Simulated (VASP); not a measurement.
# PbSe (Clausthalite) (Fm-3m) in VASP: notebook

The runs below take PbSe (Clausthalite) through single point, relaxation of cell and atoms, with r2SCAN, PBE.

Everything below comes from runs of VASP 6.6.1. Logs are shortened: lines on timing, memory, paths and dates and some standing lists are left out, and cuts for length are marked.

**Experimental background.**

A printed reference work, monograph reports, for a bulk crystal of PbSe at 300 K: band gap 0.28 eV (direct).

How close the calculation comes is told below.

### 1 The cell of the first run

Symmetry: Fm-3m, No. 225, cubic system. Conventional cell: a = 6.220 Å, b = 6.220 Å, c = 6.220 Å, α = 90.00°, β = 90.00°, γ = 90.00°. Pb (site symmetry m-3m) has 6 Se at 3.11 Å within 4.1 Å. Se (site symmetry m-3m) has 6 Pb at 3.11 Å within 4.1 Å.

### 2 Single point, r2SCAN

POSCAR reads:

```
PbSe
1.0
    0.0000000000      3.1098372200      3.1098372200
    3.1098372200      0.0000000000      3.1098372200
    3.1098372200      3.1098372200      0.0000000000
Pb Se
1 1
Direct
    0.0000000000      0.0000000000      0.0000000000
    0.5000000000      0.5000000000      0.5000000000
```

INCAR.step1 reads:

```
ALGO = Normal
EDIFF = 1E-4
ENCUT = 520
GGA = PE
ISMEAR = -1
LASPH = True
LCHARG = False
LREAL = False
LWAVE = True
NBANDS = 17
NELM = 60
PREC = Accurate
SIGMA = 0.02
```

INCAR.step2 reads:

```
ALGO = Normal
EDIFF = 1E-6
ENCUT = 520
ISIF = 2
ISMEAR = -1
ISTART = 1
LASPH = True
LCHARG = True
LELF = True
LMIXTAU = True
LREAL = False
LVHAR = True
LWAVE = False
METAGGA = R2SCAN
NBANDS = 17
NELM = 60
PREC = Accurate
SIGMA = 0.02
```

KPOINTS reads:

```
k-points
0
Gamma
  8 8 8
```

Potentials or basis: VASP PAW PBE potentials, release 64 (Pb_d, Se).

The run is started by

```bash
> cat potpaw_PBE.64/Pb_d/POTCAR potpaw_PBE.64/Se/POTCAR > POTCAR
> cp INCAR.step1 INCAR
> mpirun -np 1 vasp_std > vasp.out
> cp INCAR.step2 INCAR
> mpirun -np 1 vasp_std > vasp.out
```

OUTCAR:

```text
EDIFF = 1E-6
   ENCUT = 520
   ISIF = 2
   ISMEAR = -1
   ISTART = 1
   LASPH = True
   LREAL = False
   METAGGA = R2SCAN
   NELM = 60
   PREC = Accurate

 ion  position               nearest neighbor table
   1  0.000  0.000  0.000-   2 3.11   2 3.11   2 3.11   2 3.11   2 3.11   2 3.11
   2  0.500  0.500  0.500-   1 3.11   1 3.11   1 3.11   1 3.11   1 3.11   1 3.11

  LATTYP: Found a face centered cubic cell.
 ALAT       =     6.2196744400

  Lattice vectors:

 A1 = (   0.0000000000,   3.1098372200,   3.1098372200)
 A2 = (   3.1098372200,   0.0000000000,   3.1098372200)
 A3 = (   3.1098372200,   3.1098372200,   0.0000000000)

Analysis of symmetry for initial positions (statically):
=====================================================================
 Subroutine PRICEL returns:
 Original cell was already a primitive cell.

 Routine SETGRP: Setting up the symmetry group for a
 face centered cubic supercell.

 Subroutine GETGRP returns: Found 48 space group operations
 (whereof 48 operations were pure point group operations)
 out of a pool of 48 trial point group operations.

The static configuration has the point symmetry O_h .

Analysis of symmetry for dynamics (positions and initial velocities):
=====================================================================
 Subroutine PRICEL returns:
 Original cell was already a primitive cell.

 Routine SETGRP: Setting up the symmetry group for a
 face centered cubic supercell.

 Subroutine GETGRP returns: Found 48 space group operations
 (whereof 48 operations were pure point group operations)
 out of a pool of 48 trial point group operations.

The dynamic configuration has the point symmetry O_h .

 Subroutine INISYM returns: Found 48 space group operations
 (whereof 48 operations are pure point group operations),
 and found     1 'primitive' translations

----------------------------------------------------------------------------------------

                                     Primitive cell

  volume of cell :      60.1510

  direct lattice vectors                    reciprocal lattice vectors
     0.000000000  3.109837220  3.109837220    -0.160780120  0.160780120  0.160780120
     3.109837220  0.000000000  3.109837220     0.160780120 -0.160780120  0.160780120
     3.109837220  3.109837220  0.000000000     0.160780120  0.160780120 -0.160780120

  length of vectors
     4.397973973  4.397973973  4.397973973     0.278479336  0.278479336  0.278479336

  position of ions in fractional coordinates (direct lattice)
     0.000000000  0.000000000  0.000000000
     0.500000000  0.500000000  0.500000000

  ion indices of the primitive-cell ions
   primitive index   ion index
                 1           1
                 2           2

----------------------------------------------------------------------------------------

 KPOINTS: k-points

Automatic generation of k-mesh.
 Grid dimensions read from file:
 generate k-points for:    8    8    8

 Generating k-lattice:

  Cartesian coordinates                     Fractional coordinates (reciprocal lattice)
    -0.020097515  0.020097515  0.020097515     0.125000000  0.000000000  0.000000000
     0.020097515 -0.020097515  0.020097515     0.000000000  0.125000000  0.000000000
     0.020097515  0.020097515 -0.020097515     0.000000000  0.000000000  0.125000000

  Length of vectors
     0.034809917  0.034809917  0.034809917

  Shift w.r.t. Gamma in fractional coordinates (k-lattice)
     0.000000000  0.000000000  0.000000000

 Subroutine IBZKPT returns following result:
 ===========================================

 Found     29 irreducible k-points:

 Following reciprocal coordinates:
            Coordinates               Weight
  0.000000  0.000000  0.000000      1.000000
  0.125000  0.000000  0.000000      8.000000
  0.250000  0.000000  0.000000      8.000000
  0.375000  0.000000  0.000000      8.000000
  0.500000  0.000000  0.000000      4.000000
  0.125000  0.125000  0.000000      6.000000
[... 16 lines left out ...]
  0.500000  0.250000  0.125000     48.000000
 -0.375000  0.250000  0.125000     24.000000
 [... further k-points ...]
   k-points           NKPTS =     29   k-points in BZ     NKDIM =     29   number of bands    NBANDS=     17
   number of dos      NEDOS =    301   number of ions     NIONS =      2
   total plane-waves  NPLWV =  46656
   dimension x,y,z NGX =    36 NGY =   36 NGZ =   36
   dimension x,y,z NGXF=    72 NGYF=   72 NGZF=   72
   ions per type =               1   1
   NGX,Y,Z   is equivalent  to a cutoff of  13.61, 13.61, 13.61 a.u.
   NGXF,Y,Z  is equivalent  to a cutoff of  27.22, 27.22, 27.22 a.u.
 SYSTEM =  unknown system
   PREC   = accura    normal or accurate (medium, high low for compatibility)
   ISTART =      1    job   : 0-new  1-cont  2-samecut
   ICHARG =      0    charge: 1-file 2-atom 10-const
   ISPIN  =      1    spin polarized calculation?
   LNONCOLLINEAR =      F non collinear calculations
   LSORBIT =      F    spin-orbit coupling
   LASPH  =      T    aspherical Exc in radial PAW
   ENCUT  =  520.0 eV  38.22 Ry    6.18 a.u.   8.18  8.18  8.18*2*pi/ulx,y,z
   NELM   =     60;   NELMIN=  2; NELMDL=  0     # of ELM steps
   EDIFF  = 0.1E-05   stopping-criterion for ELM
   LREAL  =      F    real-space projection
   EDIFFG = 0.1E-04   stopping-criterion for IOM
   NSW    =      0    number of steps for IOM
   IBRION =     -1    ionic relax: 0-MD 1-quasi-New 2-CG
   NFREE  =      0    steps in history (QN), initial steepest desc. (CG)
   ISIF   =      2    stress and relaxation
   ISYM   =      2    0-nonsym 1-usesym 2-fastsym
   POTIM  = 0.5000    time-step for ionic-motion
   TEBEG  =    0.0;   TEEND  =   0.0 temperature during run
   PSTRESS=    0.0 pullay stress
   NELECT =      20.0000    total number of electrons
   NUPDOWN=      -1.0000    fix difference up-down
   EMIN   =  10.00;   EMAX   =-10.00  energy-range for DOS
   EFERMI =   0.00;   METHOD = LEGACY
   ISMEAR =    -1;   SIGMA  =   0.02  broadening in eV -4-tet -1-fermi 0-gaus
   EFERMI_NEDOS =   21; number of points for ismear=-14 and -15
   IALGO  =     38    algorithm
   IMIX   =      4    mixing-type and parameters
     AMIX     =   0.40;   BMIX     =  1.00
     AMIX_MAG =   1.60;   BMIX_MAG =  1.00
  volume/ion in A,a.u.               =      30.08       202.96
  Fermi-wavevector in a.u.,A,eV,Ry     =   1.134150  2.143233 17.501123  1.286296
  Thomas-Fermi vector in A             =   2.270854
   LORBIT       =      0    0 simple, 1 ext, 2 COOP (PROOUT), +10 PAW based schemes
   METAGGA = R2SCAN    functional components
   LHFCALC =     F    Hartree Fock is set to
   AEXX    =    0.0000 exact exchange contribution
   IVDW    =     0    specifies the selected vdW correction
   LEPSILON=     F    determine dielectric tensor
   LRPA    =     F    only Hartree local field effects (RPA)
 non-spin polarized calculation
  energy-cutoff  :      520.00
  volume of cell :       60.15
 maximum number of plane-waves:      1639
 NGX is ok and might be reduce to    36
   NGX = 17   NGY = 17   NGZ = 17

 number of electron      20.0000002 magnetization

 Free energy of the ion-electron system (eV)
  ---------------------------------------------------
  ext. energy  EPLUGINS =         0.00000000
  ---------------------------------------------------
  free energy    TOTEN  =       -71.93591308 eV

  energy without entropy =      -71.93591308  energy(sigma->0) =      -71.93591308

 E-fermi :   4.6586     XC(G=0):  -9.8328

 val. band max:        4.2916663166   @ k =   0.5000   0.0000   0.0000
 cond. band min:       5.0251600302   @ k =   0.5000   0.0000   0.0000
 fundamental gap:      0.7334937135
 Fermi energy:         4.6585611227

 k-point     1 :       0.0000    0.0000    0.0000
  band No.  band energies     occupation
      1     -13.0646      2.00000
      2     -13.0646      2.00000
      3     -13.0646      2.00000
      4     -13.0587      2.00000
      5     -13.0587      2.00000
      6      -9.4080      2.00000
[... 9 lines left out ...]
     16      11.3913      0.00000
     17      12.9641      0.00000

 k-point     2 :       0.1250    0.0000    0.0000
  band No.  band energies     occupation
      1     -13.0640      2.00000
      2     -13.0639      2.00000
      3     -13.0639      2.00000
      4     -13.0584      2.00000
      5     -13.0584      2.00000
      6      -9.2956      2.00000
[... 9 lines left out ...]
     16      11.7279      0.00000
     17      14.0082      0.00000

 k-point     3 :       0.2500    0.0000    0.0000
  band No.  band energies     occupation
      1     -13.0705      2.00000
      2     -13.0704      2.00000
      3     -13.0628      2.00000
      4     -13.0498      2.00000
      5     -13.0498      2.00000
      6      -8.9896      2.00000
[... 9 lines left out ...]
     16      12.5968      0.00000
     17      15.8759      0.00000

 k-point     4 :       0.3750    0.0000    0.0000
  band No.  band energies     occupation
      1     -13.0778      2.00000
      2     -13.0777      2.00000
      3     -13.0618      2.00000
      4     -13.0404      2.00000
      5     -13.0404      2.00000
      6      -8.6104      2.00000
[... 9 lines left out ...]
     16      13.9020      0.00000
     17      16.1479      0.00000
[... 343 lines left out ...]
      1     -13.0926      2.00000
      2     -13.0663      2.00000
      3     -13.0622      2.00000
      4     -13.0471      2.00000
      5     -13.0427      2.00000
      6      -8.7332      2.00000
[... 9 lines left out ...]
     16      14.3153      0.00000
     17      14.8534      0.00000

 k-point    23 :       0.5000    0.2500    0.1250
  band No.  band energies     occupation
      1     -13.1033      2.00000
      2     -13.0674      2.00000
      3     -13.0606      2.00000
      4     -13.0443      2.00000
      5     -13.0380      2.00000
      6      -8.4042      2.00000
[... 9 lines left out ...]
     16      14.7640      0.00000
     17      15.8850      0.00000

 k-point    24 :      -0.3750    0.2500    0.1250
  band No.  band energies     occupation
      1     -13.1072      2.00000
      2     -13.0700      2.00000
      3     -13.0550      2.00000
      4     -13.0472      2.00000
      5     -13.0350      2.00000
      6      -8.2461      2.00000
[... 9 lines left out ...]
     16      15.6955      0.00000
     17      15.8426      0.00000

 [... further k-points ...]

------------------------ aborting loop because EDIFF is reached ----------------------------------------

  FORCE on cell =-STRESS in cart. coord.  units (eV):
  Direction    XX          YY          ZZ          XY          YZ          ZX
  --------------------------------------------------------------------------------------
  -------------------------------------------------------------------------------------
  Total       -0.3766409     -0.3766409     -0.3766409      0.0000000      0.0000000     -0.0000000
  in kB      -10.0321736    -10.0321736    -10.0321736      0.0000000      0.0000000     -0.0000000
  external PRESSURE =     -10.0321736 kB  Pullay stress =       0.0000000 kB

 VOLUME and BASIS-vectors are now :
 -----------------------------------------------------------------------------
  energy-cutoff  :      520.00
  volume of cell :       60.15
      direct lattice vectors                 reciprocal lattice vectors
     0.000000000  3.109837220  3.109837220    -0.160780120  0.160780120  0.160780120
     3.109837220  0.000000000  3.109837220     0.160780120 -0.160780120  0.160780120
     3.109837220  3.109837220  0.000000000     0.160780120  0.160780120 -0.160780120

 POSITION                                       TOTAL-FORCE (eV/Angst)
 -----------------------------------------------------------------------------------
      0.00000      0.00000      0.00000         0.000000      0.000000     -0.000000
      3.10984      3.10984      3.10984        -0.000000     -0.000000      0.000000
 -----------------------------------------------------------------------------------
    total drift:                               -0.000000      0.000000      0.000000

  FREE ENERGIE OF THE ION-ELECTRON SYSTEM (eV)
  ---------------------------------------------------
  free  energy   TOTEN  =       -71.9359130817 eV

  energy  without entropy=      -71.9359130816  energy(sigma->0) =      -71.93591308
```

Wall time 97 s (1 thread of AMD EPYC 9R45 (Zen 5), shared host); peak memory 0.19 GiB.

What came out:

```yaml
Free_energy: -71.9359 eV
Pressure: -1.0 GPa
Band_gap_on_the_k_mesh: 0.73 eV, direct
```

Caveat: the PAW data sets were made with another functional, which shifts forces and pressure a little; spin-orbit coupling is left out, which moves the levels of the heavy elements.

### 3 Single point, r2SCAN

This run uses another cell than the first one, of 30.67 Å³/atom, 1.020 times its volume.

POSCAR reads:

```
PbSe
1.0
    0.0000000000      3.1300315300      3.1300315300
    3.1300315300      0.0000000000      3.1300315300
    3.1300315300      3.1300315300      0.0000000000
Pb Se
1 1
Direct
    0.0000000000      0.0000000000      0.0000000000
    0.5000000000      0.5000000000      0.5000000000
```

INCAR.step1 reads:

```
PREC = Accurate ; ENCUT = 520
ISMEAR = -1 ; SIGMA = 0.02
LREAL = F ; LASPH = T
NELM = 60 ; NBANDS = 17
GGA = PE ; ALGO = Normal
EDIFF = 1E-4 ; LWAVE = T
LCHARG = F
```

INCAR.step2 reads:

```
PREC = Accurate ; ENCUT = 520
EDIFF = 1E-7 ; ISMEAR = -1
SIGMA = 0.02 ; LREAL = F
LASPH = T ; NELM = 60
ALGO = Normal ; ISIF = 2
LWAVE = F ; LCHARG = F
METAGGA = R2SCAN ; LMIXTAU = T
NBANDS = 17 ; ISTART = 1
```

KPOINTS reads:

```
regular mesh
0
Gamma
  8 8 8
```

Potentials or basis: VASP PAW PBE potentials, release 64 (Pb_d, Se).

The run is started by

```bash
> cat potpaw_PBE.64/Pb_d/POTCAR potpaw_PBE.64/Se/POTCAR > POTCAR
> cp INCAR.step1 INCAR
> mpirun -np 1 vasp_std > vasp.out
> cp INCAR.step2 INCAR
> mpirun -np 1 vasp_std > vasp.out
```

OUTCAR:

```text
PREC = Accurate
   ENCUT = 520
   EDIFF = 1E-7
   ISMEAR = -1
   LREAL = F
   LASPH = T
   NELM = 60
   ISIF = 2
   METAGGA = R2SCAN
   ISTART = 1

 ion  position               nearest neighbor table
   1  0.000  0.000  0.000-   2 3.13   2 3.13   2 3.13   2 3.13   2 3.13   2 3.13
   2  0.500  0.500  0.500-   1 3.13   1 3.13   1 3.13   1 3.13   1 3.13   1 3.13

  LATTYP: Found a face centered cubic cell.
 ALAT       =     6.2600630600

  Lattice vectors:

 A1 = (   0.0000000000,   3.1300315300,   3.1300315300)
 A2 = (   3.1300315300,   0.0000000000,   3.1300315300)
 A3 = (   3.1300315300,   3.1300315300,   0.0000000000)

Analysis of symmetry for initial positions (statically):
=====================================================================
 Subroutine PRICEL returns:
 Original cell was already a primitive cell.

 Routine SETGRP: Setting up the symmetry group for a
 face centered cubic supercell.

 Subroutine GETGRP returns: Found 48 space group operations
 (whereof 48 operations were pure point group operations)
 out of a pool of 48 trial point group operations.

The static configuration has the point symmetry O_h .

[... 159 lines left out ...]

 E-fermi :   4.4419     XC(G=0):  -9.7386

 val. band max:        4.0484794512   @ k =   0.5000   0.0000   0.0000
 cond. band min:       4.8382580509   @ k =   0.5000   0.0000   0.0000
 fundamental gap:      0.7897785997
 Fermi energy:         4.4418547904

 k-point     1 :       0.0000    0.0000    0.0000
  band No.  band energies     occupation
      1     -13.2699      2.00000
      2     -13.2699      2.00000
      3     -13.2699      2.00000
      4     -13.2631      2.00000
      5     -13.2631      2.00000
      6      -9.4781      2.00000
[... 457 lines left out ...]
      4     -13.2538      2.00000
      5     -13.2425      2.00000
      6      -8.3714      2.00000
[... 9 lines left out ...]
     16      15.4553      0.00000
     17      15.5771      0.00000

 [... further k-points ...]

------------------------ aborting loop because EDIFF is reached ----------------------------------------

  FORCE on cell =-STRESS in cart. coord.  units (eV):
  Direction    XX          YY          ZZ          XY          YZ          ZX
  --------------------------------------------------------------------------------------
  -------------------------------------------------------------------------------------
  Total       -0.7198242     -0.7198242     -0.7198242     -0.0000000      0.0000000     -0.0000000
  in kB      -18.8044619    -18.8044619    -18.8044619     -0.0000000      0.0000000     -0.0000000
  external PRESSURE =     -18.8044619 kB  Pullay stress =       0.0000000 kB

 VOLUME and BASIS-vectors are now :
 -----------------------------------------------------------------------------
  energy-cutoff  :      520.00
  volume of cell :       61.33
      direct lattice vectors                 reciprocal lattice vectors
     0.000000000  3.130031530  3.130031530    -0.159742800  0.159742800  0.159742800
     3.130031530  0.000000000  3.130031530     0.159742800 -0.159742800  0.159742800
     3.130031530  3.130031530  0.000000000     0.159742800  0.159742800 -0.159742800

 POSITION                                       TOTAL-FORCE (eV/Angst)
 -----------------------------------------------------------------------------------
      0.00000      0.00000      0.00000        -0.000000      0.000000     -0.000000
      3.13003      3.13003      3.13003         0.000000     -0.000000      0.000000
 -----------------------------------------------------------------------------------
    total drift:                               -0.000000      0.000000      0.000000

  FREE ENERGIE OF THE ION-ELECTRON SYSTEM (eV)
  ---------------------------------------------------
  free  energy   TOTEN  =       -71.9256090079 eV

  energy  without entropy=      -71.9256090078  energy(sigma->0) =      -71.92560901
```

OUTCAR.step1:

```text
PREC = Accurate
   ENCUT = 520
   ISMEAR = -1
   LREAL = F
   LASPH = T
   NELM = 60
[... 699 lines left out ...]
 -----------------------------------------------------------------------------------
      0.00000      0.00000      0.00000        -0.000000      0.000000     -0.000000
      3.13003      3.13003      3.13003         0.000000     -0.000000      0.000000
 -----------------------------------------------------------------------------------
    total drift:                               -0.000000      0.000000      0.000000

  FREE ENERGIE OF THE ION-ELECTRON SYSTEM (eV)
  ---------------------------------------------------
  free  energy   TOTEN  =        -8.1953433862 eV

  energy  without entropy=       -8.1953433511  energy(sigma->0) =       -8.19534337
```

OSZICAR.step1:

```text
N       E                     dE             d eps       ncg     rms          rms(c)
DAV:   1     0.159206068889E+03    0.15921E+03   -0.92031E+03   986   0.115E+03
DAV:   2     0.333111257114E+01   -0.15587E+03   -0.15011E+03  1060   0.307E+02
DAV:   3    -0.824916455757E+01   -0.11580E+02   -0.11504E+02  1281   0.883E+01
DAV:   4    -0.852447965392E+01   -0.27532E+00   -0.27510E+00  1234   0.154E+01
DAV:   5    -0.853306850600E+01   -0.85889E-02   -0.85884E-02  1329   0.255E+00    0.270E+00
DAV:   6    -0.819542898897E+01    0.33764E+00   -0.87283E-01  1464   0.592E+00    0.144E+00
DAV:   7    -0.819203446254E+01    0.33945E-02   -0.13421E-01  1189   0.168E+00    0.832E-01
DAV:   8    -0.819595777892E+01   -0.39233E-02   -0.16224E-02  1182   0.131E+00    0.205E-01
DAV:   9    -0.819523203106E+01    0.72575E-03   -0.36627E-03  1446   0.528E-01    0.657E-02
DAV:  10    -0.819533591879E+01   -0.10389E-03   -0.27328E-04  1117   0.985E-02    0.244E-02
DAV:  11    -0.819534338623E+01   -0.74674E-05   -0.54629E-05   815   0.759E-02
   1 F= -.81953434E+01 E0= -.81953434E+01  d E =-.351405E-07
```

It took 1.9 min on 1 thread of AMD EPYC 9R45 (Zen 5), shared host; peak memory 0.2 GiB.

Results:

- Free energy: -71.9256 eV
- Pressure: -1.9 GPa
- Band gap on the k mesh: 0.79 eV, direct

Caveat: the PAW data sets were made with another functional, which shifts forces and pressure a little; spin-orbit coupling is left out, which moves the levels of the heavy elements.

[end of part 1 of 2]
